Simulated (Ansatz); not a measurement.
# TaSi2 (P6_222) in Ansatz: notebook

One crystal, TaSi2, is run at these levels: r2SCAN+U; tasks: single point.

All numbers are computed with Ansatz 0.2.0; they aren't measurements. Logs are shortened: lines on timing, memory, paths and dates and some standing lists are left out, and cuts for length are marked.

### 1 The crystal as given

The structure is hexagonal, space group P6_222 (No. 180). The conventional cell has a = 4.780 Å, b = 4.780 Å, c = 6.564 Å, α = 90.00°, β = 90.00°, γ = 120.00°. Ta (site symmetry 222) has 10 Si at 2.59 to 2.76 Å as nearest neighbours. Around Si (site symmetry 2) lie 5 Si at 2.59 to 2.76 Å and 5 Ta at 2.59 to 2.76 Å.

### 2 Single point, r2SCAN+U

input.yaml

```yaml
crystal:
  lattice:
    - [4.78, 0.0, 0.0]
    - [-2.39, 4.1396014301, 0.0]
    - [0.0, 0.0, 6.564]
  atoms:
    - { symbol: Ta, position: [0.0, 0.5, 0.1666666667] }
    - { symbol: Ta, position: [0.5, 0.5, 0.8333333333] }
    - { symbol: Ta, position: [0.5, 0.0, 0.5] }
    - { symbol: Si, position: [0.3333, 0.16665, 0.1666666667] }
    - { symbol: Si, position: [0.16665, 0.83335, 0.8333333333] }
    - { symbol: Si, position: [0.83335, 0.6667, 0.5] }
    - { symbol: Si, position: [0.6667, 0.83335, 0.1666666667] }
    - { symbol: Si, position: [0.83335, 0.16665, 0.8333333333] }
    - { symbol: Si, position: [0.16665, 0.3333, 0.5] }
hamiltonian:
  xc: r2scan
  pseudopotentials: { kind: paw }
  hubbard: { sites: [{ species: Ta, l: d, u_eff: 5.0 }] }
kpoints:
  mp_grid: { grid: [5, 5, 3] }
scf:
  occupations: { method: fermi_dirac, width: 0.05 }
output:
  forces: true
  stress: true
  eigenvalues: true
  write_density: true
  write_potential: true
  elf: true
  volumetric_format: npy
```

Potentials or basis: Ansatz PAW.

On the command line:

```bash
ansatz run input.yaml --threads 4 --pin off --max-ram 11264MiB --backend cpu --events-out ev --progress --plain --runs-dir out
```

The log of the run:

```text
Warning: RAYON_NUM_THREADS=4 ignored (pool sized by the plan → 4); use --threads N
Ta: projections on atomic orbitals take those of the free atom [Kr 4d10 4f14] 5s2 5p6 5d3 6s2, of charge +0.00 (hamiltonian.pseudopotentials.projection_atoms); the dataset's partial waves leave at most 6.0e-5 of an orbital's norm unspanned inside its sphere
Si: projections on atomic orbitals take those of the free atom [Ne] 3s2 3p2, of charge +0.00 (hamiltonian.pseudopotentials.projection_atoms); the dataset's partial waves leave at most 6.1e-8 of an orbital's norm unspanned inside its sphere
Engine: ansatz 0.2.0, aarch64-unknown-linux-gnu
Pseudopotentials: kind: paw
Pseudopotential: Ta, paw, valence charge 13, recommended cutoff 500 eV (meta_gga), Ta.paw.azcp
Pseudopotential: Si, paw, valence charge 4, recommended cutoff 500 eV (meta_gga), Si.paw.azcp
Functional definition: r2SCAN
  parameter k0 = 0.174
  parameter k1 = 0.065
  parameter a1 = 4.9479
  exchange = r2scan_x(k0 = k0, k1 = k1, a1 = a1)
  correlation = r2scan_c
Crystal: 9 atoms, lattice volume = 129.884 Å³
Basis set: ecut = 500 eV, 3269 PW (Γ), exchange–correlation on 144×144×192 points (64 copies of the dense FFT grid, shifted against one another)
Bands: 41, of which v1, the nominal top of the filled ones, is band 32 counted from 1 (31 counted from 0)
Symmetry: 12 space group operations
Space group: P6222 (ITA 180), of the structure as read, at distance tolerance 5.1e-5 Å
k-points: 10 of 75
Non-local potential: Ta, projectors of the file, l = 0: 3, l = 1: 2, l = 2: 2, l = 3: 1
Non-local potential: Si, projectors of the file, l = 0: 2, l = 1: 2, l = 2: 2
PAW form: soft (Blöchl's): semilocal exchange-correlation on the pseudo side does not see the compensation charge
PAW frozen core: Ta, regenerated for the run's functional (the file was generated under x = pbe(κ = 0.804, μ = 0.2195149727645171), c = pbe(β = 0.06672455060314922))
PAW frozen core: Si, regenerated for the run's functional (the file was generated under x = pbe(κ = 0.804, μ = 0.2195149727645171), c = pbe(β = 0.06672455060314922))
PAW one-centre angular grid: Ta, 590 points (default); XC on 160 Gauss nodes
PAW one-centre angular grid: Si, 302 points (default); XC on 160 Gauss nodes
Initial density: superposition of atomic densities (chi_scale 0.1, normalization cell, long waves of neutral atoms under a Hubbard term (reshape's long-wave potential 0.00 eV rms, cloud 2.81 Å wide))
Initial wavefunctions: pseudopotential atomic-orbital guess
Functional: x = r2scan, c = r2scan; τ floored in thin density (d = 2e-4 eV/Å³)
iter 1 solved again at ethr=2.35e-3 eV; its pass at ethr=3.10e-3 eV (dr2=1.48e0 eV) is discarded
SCF iter   1: F=—  HF=-33650.949406 eV  |F-HF|=—  |Δ(HF+E_count)|=         —  Δρ=3.82e-2  dr2=1.49e0  dr2_τ=9.92e-2  ethr=2.35e-3  ⟨swp⟩=1.3  Hψ=2444  notcnv=0
preconditioner: auto → Kerker (q_TF=auto, 2.418 Å⁻¹)  [metal: Δε(μ)=0.036 eV  Ē_g=7.908 eV  σ=0.050 eV  W_gap=0.17  n_scr=22 (ndim 8)  ℏωp=20.3 eV  f_vac=0.000  D(μ)=5.18/eV (n_scr^D=40)]
SCF iter   2: F=—  HF=-33652.299642 eV  |F-HF|=—  |Δ(HF+E_count)|=    1.35e0  Δρ=2.45e-2  dr2=6.68e-1  dr2_τ=4.50e-2  ethr=2.35e-3  ⟨swp⟩=3.4  Hψ=757  notcnv=0
preconditioner: auto → Resta (q_TF=auto, 2.418 Å⁻¹)  ε∞=7.8  [insulator: Δε(μ)=0.162 eV  Ē_g=7.822 eV  σ=0.050 eV  W_gap=0.59  n_scr=22 (ndim 8)  ℏωp=20.3 eV  f_vac=0.000  D(μ)=5.09/eV (n_scr^D=40)  ε∞_Penn≈7.8]
SCF iter   3: F=—  HF=-33652.827134 eV  |F-HF|=—  |Δ(HF+E_count)|=   5.27e-1  Δρ=5.59e-3  dr2=4.84e-2  dr2_τ=1.53e-2  ethr=1.06e-3  ⟨swp⟩=2.7  Hψ=699  notcnv=0  defer=12
SCF iter   4: F=—  HF=-33652.839413 eV  |F-HF|=—  |Δ(HF+E_count)|=   1.23e-2  Δρ=2.11e-3  dr2=4.34e-3  dr2_τ=1.32e-4  ethr=7.68e-5  ⟨swp⟩=2.0  Hψ=694  notcnv=0  defer=26
SCF iter   5: F=—  HF=-33652.845011 eV  |F-HF|=—  |Δ(HF+E_count)|=   5.60e-3  Δρ=6.05e-4  dr2=2.52e-4  dr2_τ=1.08e-5  ethr=6.88e-6  ⟨swp⟩=2.9  Hψ=776  notcnv=0  defer=26
SCF iter   6: F=—  HF=-33652.845729 eV  |F-HF|=—  |Δ(HF+E_count)|=   7.18e-4  Δρ=2.01e-4  dr2=3.67e-5  dr2_τ=1.91e-6  ethr=4.01e-7  ⟨swp⟩=2.4  Hψ=676  notcnv=0  defer=26
SCF iter   7: F=—  HF=-33652.845805 eV  |F-HF|=—  |Δ(HF+E_count)|=   7.60e-5  Δρ=2.45e-5  dr2=7.09e-7  dr2_τ=4.85e-8  ethr=5.83e-8  ⟨swp⟩=2.7  Hψ=713  notcnv=0  defer=26
SCF iter   8: F=-33652.845806 eV  HF=-33652.845806 eV  |F-HF|=4.27e-8  |Δ(HF+E_count)|=   9.74e-7  Δρ=7.45e-6  dr2=6.72e-8  dr2_τ=5.38e-9  ethr=1.59e-10  ⟨swp⟩=16.8  Hψ=3303  notcnv=0
SCF 1 converged in 8 iterations: F = -33652.845806 eV  dr2 = 6.72e-8
SCF converged after 8 iterations
Free energy (F): -33652.845806 eV
Harris-Foulkes:  -33652.845806 eV  (|F-HF|=4.27e-8)
Internal energy: -33652.813767 eV  (E = F + TS)
E sigma→0 (E₀):  -33652.829786 eV
Entropy (-TS):   -0.032039 eV (-3.560 meV/atom)
Fermi energy:    15.398478 eV
--- Per-component energies (eV) ---
  E_band       = -298.882390
  E_kinetic    = 1365.282970
  E_local      = -2337.750882  (includes V_loc(G=0)·N_el)
  E_nonlocal   = 190.926188
  E_hartree    = 897.176290
  E_xc         = -934.040657
  E_vxc        = -983.004920  (∫ρ·V_xc dr)
  E_hubbard    = 18.321441  (on-site DFT+U / exact-exchange correction)
  E_vhub       = 3.631844  (the Hubbard potential's part of the band-sum identity)
  E_paw        = -28386.950358  (= ΣΔE_a)
  E_vpaw       = -378.815888  (= ΣTr[D̂ρ^β])
  E_aug_tail   = 0.000271  (compensation charges beyond the density's cutoff)
  E_vtau       = 46.503788  (kinetic-family band-sum trace: ∫τ·v_τ [+ j·A + Jᵃ·Aᵃ] dr)
  E_ewald      = -4463.051592
  E_core_change = -2.727439  (= ΣΔE_core)
  E_smearing   = -0.032039  (= −TS)
  E_closure    = -0.000000  (closes the sum)
  Σ components = -33652.845806   (vs F -33652.845806, Δ=0.00e0)
--- Forces (eV/Å), atoms counted from 1 ---
  atom   1  Ta     0.00000000    -0.00000000     0.00000000
  atom   2  Ta    -0.00000000     0.00000000    -0.00000000
  atom   3  Ta     0.00000000     0.00000000     0.00000000
  atom   4  Si    -0.79915803    -0.46139410     0.00000000
  atom   5  Si    -0.79915803     0.46139410    -0.00000000
  atom   6  Si    -0.00000000     0.92278821     0.00000000
  atom   7  Si     0.79915803     0.46139410    -0.00000000
  atom   8  Si     0.79915803    -0.46139410     0.00000000
  atom   9  Si     0.00000000    -0.92278821    -0.00000000
  max |Σ_I F_I| component: 1.11e-16 eV/Å
--- Stress (GPa, compression-positive) ---
        2.235978      -0.000000       0.000000
       -0.000000       2.235978       0.000000
        0.000000       0.000000       1.368953
  P = ⅓ Tr σ = 1.9470 GPa (19.470 kbar)
--- Band table (eV; the first three rows and the last of 10) ---
  k-point 0: bands = ["-54.4615", "-54.4436", "-54.4436", "-20.5424", "-20.5235", "-20.5235", "-20.4073", "-20.4073", "-20.3485", "-20.3227", "-20.3227", "-20.2687", "1.1670", "4.7362", "4.7362", "8.5746", "9.1119", "9.1119", "9.1488", "9.1488", "10.1561", "11.2293", "11.2293", "11.4166", "12.5178", "12.5178", "12.7461", "12.7461", "12.8062", "12.8062", "12.8291", "13.1349", "16.2463", "18.6939", "18.6939", "18.9375", "19.1379", "19.1449", "19.6254", "19.6254", "19.6588"]
  k-point 1: bands = ["-54.4587", "-54.4514", "-54.4387", "-20.5685", "-20.5199", "-20.4644", "-20.4493", "-20.3836", "-20.3782", "-20.3220", "-20.3025", "-20.2788", "1.6309", "2.9294", "6.5001", "8.6603", "8.9367", "9.0120", "9.1512", "9.7877", "10.0958", "10.3345", "10.4456", "10.5096", "12.3084", "12.5969", "12.7146", "12.8457", "13.0837", "13.1083", "13.2440", "15.1443", "17.3664", "18.0169", "18.2168", "18.7312", "18.7383", "18.7569", "18.9859", "19.2933", "19.5804"]
  k-point 2: bands = ["-54.4599", "-54.4451", "-54.4436", "-20.5660", "-20.5306", "-20.5049", "-20.4196", "-20.3994", "-20.3332", "-20.3324", "-20.3180", "-20.2715", "1.5804", "4.9516", "5.0334", "6.7898", "7.7840", "8.6748", "9.3309", "10.2620", "10.8969", "11.1558", "11.3306", "11.4608", "11.9910", "12.3956", "12.8713", "12.8736", "13.1200", "13.2665", "13.3287", "13.7238", "16.1583", "17.6116", "18.0990", "18.4017", "18.5195", "18.7338", "18.9693", "19.3847", "19.4639"]
  k-point 9: bands = ["-54.4545", "-54.4491", "-54.4446", "-20.5746", "-20.5626", "-20.5010", "-20.4345", "-20.3791", "-20.3355", "-20.3132", "-20.3040", "-20.2905", "3.9586", "4.3045", "4.9202", "5.4167", "6.4630", "7.4176", "8.9585", "9.5924", "10.6400", "11.3527", "11.7233", "12.2015", "12.4331", "12.7271", "12.9024", "12.9352", "13.5975", "14.5214", "15.1518", "15.3987", "16.7567", "17.3140", "17.3524", "17.9094", "18.0740", "18.2976", "18.5054", "18.9353", "19.1011"]
Occupation matrices written to <dir>
```

It took 5.5 s on 4 threads of Arm Neoverse V2, shared host; peak memory 0.48 GiB.

Results:

| Quantity | Value |
| --- | --- |
| Free energy | -33652.8458 eV |
| Pressure | 1.9 GPa |
| Largest force | 0.923 eV/Å |
| Band gap on the k mesh | none (metal or under the smearing width) |

Forces on the atoms (eV/Å):
```
Ta   0.000  0.000  0.000
Ta   0.000  0.000  0.000
Ta   0.000  0.000  0.000
Si  -0.799 -0.461  0.000
Si  -0.799  0.461  0.000
Si   0.000  0.923  0.000
Si   0.799  0.461  0.000
Si   0.799 -0.461  0.000
Si   0.000 -0.923  0.000
```

Eigenvalues of the final occupation matrices:
```csv
site,spin,trace,eigenvalues
site 1,1,2.20,0.37 0.42 0.44 0.45 0.52
site 2,1,2.20,0.37 0.42 0.44 0.45 0.52
site 3,1,2.20,0.37 0.42 0.44 0.45 0.52
```

Caveat: the cell's inner coordinates are idealised or old, which leaves forces on the atoms; U without spin polarisation on a metal has little footing; the PAW data sets come from PBE, with cores solved anew for the run's functional, which leaves a small shift of forces and pressure; the U is typed as a test and isn't derived for this compound.

### 3 Single point, r2SCAN+U

input.yaml, as its differences from that of step 2:

```diff
@@ -18,3 +18,3 @@
   pseudopotentials: { kind: paw }
-  hubbard: { sites: [{ species: Ta, l: d, u_eff: 5.0 }] }
+  hubbard: { sites: [{ species: Ta, l: d, u_eff: 6.0 }] }
 kpoints:
```

Potentials or basis: Ansatz PAW.

On the command line:

```bash
ansatz run input.yaml --threads 4 --pin off --max-ram 11264MiB --backend cpu --events-out ev --progress --plain --runs-dir out
```

Wall time 6 s (4 threads of Arm Neoverse V2, shared host); peak memory 0.45 GiB.

Results (log left out):

```yaml
Free_energy: -33649.1882 eV
Pressure: 2.4 GPa
Largest_force: 0.935 eV/Å
Band_gap_on_the_k_mesh: none (metal or under the smearing width)
```

Forces on the atoms (eV/Å):
```
Ta   0.000  0.000  0.000
Ta   0.000  0.000  0.000
Ta   0.000  0.000  0.000
Si  -0.810 -0.468  0.000
Si  -0.810  0.468  0.000
Si   0.000  0.935  0.000
Si   0.810  0.468  0.000
Si   0.810 -0.468  0.000
Si   0.000 -0.935  0.000
```

Stress tensor (GPa, compression positive):
```
2.74 0.00 0.00
0.00 2.74 0.00
0.00 0.00 1.71
```

Levels at points of the mesh, in eV from the Fermi level:
| k point | band 29 | band 30 | band 31 | band 32 | band 33 | band 34 | band 35 | band 36 |
| --- | --- | --- | --- | --- | --- | --- | --- | --- |
| (0.00, 0.00, 0.00) | -2.62 | -2.62 | -2.59 | -2.33 | 0.92 | 3.28 | 3.28 | 3.47 |

Eigenvalues of the final occupation matrices:
```csv
site,spin,trace,eigenvalues
site 1,1,2.19,0.36 0.42 0.44 0.44 0.53
site 2,1,2.19,0.36 0.42 0.44 0.44 0.53
site 3,1,2.19,0.36 0.42 0.44 0.44 0.53
```

Caveat: the cell's inner coordinates are idealised or old, which leaves forces on the atoms; U without spin polarisation on a metal has little footing; the PAW data sets come from PBE, with cores solved anew for the run's functional, which leaves a small shift of forces and pressure; the U is typed as a test and isn't derived for this compound.
